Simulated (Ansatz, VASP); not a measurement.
**Si62As (As-vacancy pair (E centre) in Si): VASP beside Ansatz**

Wanted: the spread between two codes on one cell, functional and k mesh. The cell is taken from a series of runs on this material, whose earlier steps may have relaxed, scaled, displaced or heated it; both programs get it as it stands.

Program: Ansatz 0.2.0. Level of theory: plane waves, with VASP 6.6.1 beside it; single point at PBE. Results are calculated unless marked as measured.

## (1) The structure

The cell holds 63 atoms: 62 Si and 1 As. Its edges and angles: a = 10.943 Å, b = 10.943 Å, c = 10.943 Å, α = 90.0°, β = 90.0°, γ = 90.0°. It derives from Si (Si (Fd-3m)). Nearest the centre at fractional (0.312, 0.312, 0.312): As63 at 0.87 Å, Si25 at 2.86 Å, Si40 at 2.87 Å, Si47 at 2.91 Å, Si4 at 2.94 Å, Si5 at 2.94 Å, Si6 at 2.96 Å, Si19 at 3.91 Å.

## (2) Ansatz: single point, PBE

Ansatz runs on its default PAW (the set named soft_2) files.

A single point gives forces, pressure and levels at one fixed geometry, so differences don't come from the geometry; what else differs is listed under the comparison.

Input file input.yaml:

```yaml
crystal:
  lattice:
    - [10.94333757, 0.0, 0.0]
    - [0.0, 10.94333757, 0.0]
    - [0.0, 0.0, 10.94333757]
  atoms:
    - { symbol: Si, position: [0.001026674, -7.9728e-05, 0.249223422] }
    - { symbol: Si, position: [5.1403e-05, 0.248223774, 0.000775448] }
    - { symbol: Si, position: [0.249475814, -0.001073899, 0.000732892] }
    - { symbol: As, position: [0.267882545, 0.266514955, 0.265628795] }
    - { symbol: Si, position: [0.127611423, 0.126282722, 0.370463985] }
    - { symbol: Si, position: [0.127481821, 0.370371561, 0.125853022] }
    - { symbol: Si, position: [0.371648366, 0.126193736, 0.125903013] }
    - { symbol: Si, position: [5.034e-05, -0.001287935, 0.748738132] }
    - { symbol: Si, position: [0.00226677, 0.249072414, 0.498106462] }
    - { symbol: Si, position: [0.250368234, 0.000850867, 0.498047355] }
    - { symbol: Si, position: [0.249228438, 0.248012334, 0.752602338] }
    - { symbol: Si, position: [0.123936047, 0.122778784, 0.875981841] }
    - { symbol: Si, position: [0.129217703, 0.372662947, 0.623347629] }
    - { symbol: Si, position: [0.373803476, 0.127801406, 0.623457127] }
    - { symbol: Si, position: [0.376014983, 0.374644213, 0.875183679] }
    - { symbol: Si, position: [0.003012641, 0.497132029, 0.250102291] }
    - { symbol: Si, position: [0.000809352, 0.748713102, -0.000279294] }
    - { symbol: Si, position: [0.250983483, 0.498243477, 0.00121879] }
    - { symbol: Si, position: [0.251853613, 0.748026105, 0.249884473] }
    - { symbol: Si, position: [0.134530237, 0.615968302, 0.374772454] }
    - { symbol: Si, position: [0.125461882, 0.873117625, 0.125626937] }
    - { symbol: Si, position: [0.377146273, 0.622916294, 0.125853587] }
    - { symbol: Si, position: [0.375921181, 0.874439681, 0.375209782] }
    - { symbol: Si, position: [0.002101373, 0.499589622, 0.748550247] }
    - { symbol: Si, position: [0.004005937, 0.746350374, 0.499123365] }
    - { symbol: Si, position: [0.265266549, 0.488082211, 0.49975216] }
    - { symbol: Si, position: [0.250967263, 0.749126129, 0.749372817] }
    - { symbol: Si, position: [0.126497628, 0.623619342, 0.874956579] }
    - { symbol: Si, position: [0.126415767, 0.874353553, 0.623566591] }
    - { symbol: Si, position: [0.377421305, 0.623419723, 0.624889006] }
    - { symbol: Si, position: [0.375255688, 0.87570461, 0.874650241] }
    - { symbol: Si, position: [0.498433513, 0.001677538, 0.250078245] }
    - { symbol: Si, position: [0.499592973, 0.249686232, 0.001312788] }
    - { symbol: Si, position: [0.75002668, -0.000525339, -0.000304472] }
    - { symbol: Si, position: [0.749087845, 0.250750921, 0.249976751] }
    - { symbol: Si, position: [0.617144991, 0.133264184, 0.374821537] }
    - { symbol: Si, position: [0.623973205, 0.376082709, 0.126005319] }
    - { symbol: Si, position: [0.874147811, 0.124312997, 0.125684876] }
    - { symbol: Si, position: [0.875823629, 0.374558069, 0.375220882] }
    - { symbol: Si, position: [0.500834517, 0.000866213, 0.748610324] }
    - { symbol: Si, position: [0.489113312, 0.263815546, 0.499876277] }
    - { symbol: Si, position: [0.747637778, 0.002860312, 0.499115258] }
    - { symbol: Si, position: [0.750440402, 0.249702955, 0.749394068] }
    - { symbol: Si, position: [0.624970006, 0.125223415, 0.874996897] }
    - { symbol: Si, position: [0.624664682, 0.376002069, 0.624806779] }
    - { symbol: Si, position: [0.875714695, 0.125154406, 0.623626612] }
    - { symbol: Si, position: [0.876934732, 0.37404308, 0.874694093] }
    - { symbol: Si, position: [0.496541997, 0.49563876, 0.254648315] }
    - { symbol: Si, position: [0.50116475, 0.750234545, 0.000143594] }
    - { symbol: Si, position: [0.75145716, 0.499964214, 0.000237626] }
    - { symbol: Si, position: [0.75063268, 0.749390129, 0.250223687] }
    - { symbol: Si, position: [0.624411539, 0.623134494, 0.372954566] }
    - { symbol: Si, position: [0.625158128, 0.875682302, 0.12592486] }
    - { symbol: Si, position: [0.876976386, 0.623912115, 0.125991526] }
    - { symbol: Si, position: [0.876334037, 0.875110894, 0.374009874] }
    - { symbol: Si, position: [0.501994502, 0.500618085, 0.751837955] }
    - { symbol: Si, position: [0.50131612, 0.748868296, 0.499173609] }
    - { symbol: Si, position: [0.750106643, 0.499904722, 0.499061021] }
    - { symbol: Si, position: [0.751229055, 0.749985626, 0.748795884] }
    - { symbol: Si, position: [0.62710676, 0.625850472, 0.875790832] }
    - { symbol: Si, position: [0.625328004, 0.875363046, 0.623797673] }
    - { symbol: Si, position: [0.876475105, 0.624001903, 0.623748261] }
    - { symbol: Si, position: [0.875650878, 0.874302223, 0.874754166] }
  host:
    repeats: [2, 2, 2]
    atoms:
      - { symbol: Si, position: [0.0, 0.0, 0.5] }
      - { symbol: Si, position: [0.0, 0.5, 0.0] }
      # ... 6 more atoms of the perfect host
basis:
  ecutwfc: 300
  xc_grid: 2
hamiltonian:
  xc: pbe
kpoints:
  mp_grid: { grid: [2, 2, 2], shift: [0.5, 0.5, 0.5] }
magnetization:
  spin_polarized: true
  initial_magnetization: 1
  spin_locking: { lock_magnetization: hard }
scf:
  occupations: { method: fermi_dirac, width: 0.01 }
  max_iter: 120
output:
  forces: true
  charged_corrections:
    epsilon: 12.99
    static_epsilon: 12.99
    defect_position: [0.3125, 0.3125, 0.3125]
  eigenvalues: true
checkpoint:
  read: "../relax0.run"
  write: "../point0.run"
  compress: false
  write_wavefunctions: true
  write_every: 100000
```

The run is started by

```bash
> ansatz run input.yaml --threads 2 --pin off --max-ram 4710MiB --backend cpu --events-out ev --progress --plain --runs-dir out
```

Numbers of over 12 decimals in the logs are rounded to 6 here.

The log of the run:

```text
Warning: basis.ecutwfc = 300 eV is below the records' recommended 420 eV, and the density's cutoff is lower with it unless basis.ecutrho_ratio is high enough to keep the records' density cutoff: compare with a run at a higher cutoff
Engine: ansatz 0.2.0, aarch64-unknown-linux-gnu
Pseudopotentials: kind: paw
Pseudopotential: Si, paw, valence charge 4, recommended cutoff 420 eV (normal), Si.paw.azcp
Pseudopotential: As, paw, valence charge 15, recommended cutoff 420 eV (normal), As.paw.azcp
Functional definition: PBE
  parameter kappa = 0.804
  parameter beta = 0.066725
  exchange = pbe_x(kappa = kappa, mu = beta*pi^2/3)
  correlation = pbe_c(beta = beta)
Crystal: 63 atoms, lattice volume = 1310.537 Å³
Basis set: ecut = 300 eV, 15515 PW (Γ), exchange–correlation on 128×128×128 points (8 copies of the dense FFT grid, shifted against one another)
Bands: 195, of which v1, the nominal top of the filled ones, is band 132 counted from 1 (131 counted from 0)
Symmetry: 1 space group operations
Space group: P1 (ITA 1), of the structure as read, at distance tolerance 1.1e-4 Å
Magnetic group: BNS 1.1 (UNI 1), of the structure as read, at distance tolerance 1.1e-4 Å
k-points: 4 of 8 (time reversal used)
Non-local potential: Si, projectors of the file, l = 0: 2, l = 1: 2, l = 2: 2
Non-local potential: As, projectors of the file, l = 0: 2, l = 1: 2, l = 2: 3, l = 3: 1
PAW form: soft (Blöchl's): semilocal exchange-correlation on the pseudo side does not see the compensation charge
PAW one-centre angular grid: Si, 110 points (default); XC on 64 Gauss nodes
PAW one-centre angular grid: As, 590 points (default); XC on 64 Gauss nodes
Initial density: read from a saved state, or passed on in memory by an earlier SCF of this step, an earlier step, the calling program or the single point that the run made first
Stability of the state it starts from, as read at its close in the collinear treatment: not read negative (Ritz values of 1 − χ₀K, real part plus size of imaginary part, from 0.31 to 0.40, by its mixing steps under no symmetry); read among states of the locked total moment alone; its run was given moments
Starting moments: Σ|m| = 1 μB on 63 of 63 sites; this step starts from the density that it was given
Initial wavefunctions: pseudopotential atomic-orbital guess — the wavefunctions supplied were not used: k-point sampling differs
Functional: x = pbe(κ = 0.804, μ = 0.219515), c = pbe(β = 0.066725)
iter 1 solved again at ethr=6.50e-5 eV; its pass at ethr=3.10e-3 eV (dr2=1.71e-1 eV) is discarded
SCF iter   1: F=—  HF=-44272.322408 eV  |F-HF|=—  |Δ(HF+E_count)|=         —  Δρ=1.55e-3 (↑1.55e-3 ↓1.22e-3)  dr2=1.71e-1  dr2_m=2.60e-3  M=1.000 μB ∫|m|=1.076 μB  β_m=0.30  ethr=6.50e-5  ⟨swp⟩=8.2  Hψ=10112  notcnv=0  defer=5
preconditioner: auto → Resta (q_TF=auto, 2.088 Å⁻¹)  ε∞=5.5  [insulator: Δε(μ)=0.058 eV  Ē_g=7.723 eV  σ=0.010 eV  W_gap=0.89  n_scr=202 (ndim 8)  ℏωp=16.3 eV  f_vac=0.000  D(μ)=3.17/eV (n_scr^D=6)  ε∞_Penn≈5.5]
spin=Collinear: Resta preconditioning applied to the charge; magnetization (m = ρ↑ − ρ↓) channel mixes plain (no charge-response kernel on spin).
SCF iter   2: F=—  HF=-44272.306455 eV  |F-HF|=—  |Δ(HF+E_count)|=   1.60e-2  Δρ=1.06e-3 (↑1.06e-3 ↓8.73e-4)  dr2=5.64e-2  dr2_m=1.36e-3  M=1.000 μB ∫|m|=1.077 μB  β_m=0.53  ethr=6.50e-5  ⟨swp⟩=1.9  Hψ=1718  notcnv=0  defer=9
SCF iter   3: F=—  HF=-44272.302047 eV  |F-HF|=—  |Δ(HF+E_count)|=   4.41e-3  Δρ=3.68e-4 (↑3.68e-4 ↓3.03e-4)  dr2=4.87e-3  dr2_m=2.77e-4  M=1.000 μB ∫|m|=1.078 μB  β_m=0.69  ethr=2.14e-5  ⟨swp⟩=3.2  Hψ=2065  notcnv=0  defer=173
SCF iter   4: F=—  HF=-44272.303254 eV  |F-HF|=—  |Δ(HF+E_count)|=   1.21e-3  Δρ=8.08e-5 (↑7.20e-5 ↓8.08e-5)  dr2=1.87e-4  dr2_m=4.42e-5  M=1.000 μB ∫|m|=1.078 μB  β_m=0.83  ethr=1.85e-6  ⟨swp⟩=2.5  Hψ=2149  notcnv=0  defer=342
SCF iter   5: F=—  HF=-44272.303532 eV  |F-HF|=—  |Δ(HF+E_count)|=   2.78e-4  Δρ=3.94e-5 (↑3.55e-5 ↓3.94e-5)  dr2=2.94e-5  dr2_m=1.38e-5  M=1.000 μB ∫|m|=1.078 μB  β_m=0.91  ethr=7.12e-8  ⟨swp⟩=2.6  Hψ=2277  notcnv=0  defer=342
SCF iter   6: F=—  HF=-44272.303891 eV  |F-HF|=—  |Δ(HF+E_count)|=   3.59e-4  Δρ=1.79e-5 (↑1.70e-5 ↓1.79e-5)  dr2=7.48e-6  dr2_m=3.26e-6  M=1.000 μB ∫|m|=1.078 μB  β_m=0.96  ethr=1.12e-8  ⟨swp⟩=3.1  Hψ=2313  notcnv=0  defer=342
SCF iter   7: F=—  HF=-44272.303908 eV  |F-HF|=—  |Δ(HF+E_count)|=   1.74e-5  Δρ=9.09e-6 (↑8.58e-6 ↓9.09e-6)  dr2=3.66e-6  dr2_m=7.62e-7  M=1.000 μB ∫|m|=1.078 μB  β_m=0.98  ethr=2.85e-9  ⟨swp⟩=3.0  Hψ=2329  notcnv=0  defer=342
SCF iter   8: F=—  HF=-44272.303912 eV  |F-HF|=—  |Δ(HF+E_count)|=   4.11e-6  Δρ=3.86e-6 (↑3.67e-6 ↓3.86e-6)  dr2=9.38e-7  dr2_m=1.26e-7  M=1.000 μB ∫|m|=1.078 μB  β_m=0.99  ethr=1.39e-9  ⟨swp⟩=2.9  Hψ=2284  notcnv=0  defer=342
[...]
atom  35  Si     0.01169090     0.00170256     0.01215765
  atom  36  Si     0.03414972    -0.04007743     0.17346872
  atom  37  Si    -0.05817301    -0.05003614     0.05657543
  atom  38  Si    -0.02300156     0.00819776    -0.00551482
  atom  39  Si    -0.02201270    -0.01917520    -0.03253896
  atom  40  Si    -0.04970428     0.03432042    -0.01519781
  atom  41  Si     0.07084316     0.05029023    -0.12486307
  atom  42  Si    -0.00244137     0.03619441    -0.14884059
  atom  43  Si     0.02843389     0.00789712     0.01462936
  atom  44  Si    -0.01572956    -0.01343468    -0.00857928
  atom  45  Si    -0.04413485     0.00366760    -0.01416849
  atom  46  Si    -0.02556901    -0.03145537    -0.00392247
  atom  47  Si    -0.04515614     0.06179386    -0.01636959
  atom  48  Si     0.07220444     0.06388249     0.04704269
  atom  49  Si     0.02065301     0.02336599     0.01038179
  atom  50  Si     0.02296713     0.01909766     0.00933525
  atom  51  Si     0.03889878     0.03864412    -0.08832748
  atom  52  Si    -0.05360768    -0.05020190     0.08928802
  atom  53  Si    -0.03153252    -0.01998185    -0.00002555
  atom  54  Si    -0.01862196    -0.03315371    -0.00029542
  atom  55  Si    -0.02631272    -0.02540125     0.21885209
  atom  56  Si     0.02760948     0.02948060     0.01922816
  atom  57  Si     0.00966915     0.03935004     0.03577747
  atom  58  Si     0.03964269     0.01037308     0.03961516
  atom  59  Si     0.01101078     0.01069071    -0.01119571
  atom  60  Si    -0.01943094    -0.01983014     0.00970206
  atom  61  Si     0.01306089    -0.01009100     0.00945698
  atom  62  Si    -0.00673943     0.01376077     0.01029841
  atom  63  Si    -0.01484342    -0.01360392    -0.00418085
  max |Σ_I F_I| component: 2.38e-5 eV/Å
--- Band table (eV; the first three rows and the last of 8) ---
  k-point 0 ↑: bands = [... 128 lower, 5.1928, 5.4581, 5.4716, 6.2191, 6.4342, 6.8819, 6.8994, 6.9389, ... 59 higher]
  k-point 1 ↑: bands = [... 128 lower, 5.3912, 5.4917, 5.6079, 5.8769, 6.4371, 6.8459, 6.8912, 6.9404, ... 59 higher]
  k-point 2 ↑: bands = [... 128 lower, 5.3798, 5.4818, 5.6661, 5.9528, 6.2908, 6.8549, 6.8779, 6.9493, ... 59 higher]
  k-point 3 ↓: bands = [... 128 lower, 5.4249, 5.5118, 5.7251, 6.1336, 6.5120, 6.8687, 6.8900, 6.9618, ... 59 higher]
```

[end of part 1 of 2]

[Lines on the potential files, build, host, timing and source positions are cut from VASP's logs without a mark.]

[Logs are printed without paths, hosts, clocks, repeated set-up lines and the standing remarks that a program may print on its own settings, such as how far it seeks lower states.]

[Hosts, paths, dates, database ids (printed as entryN), source tags and the programs' standing remarks are cut or masked in the printed files.]
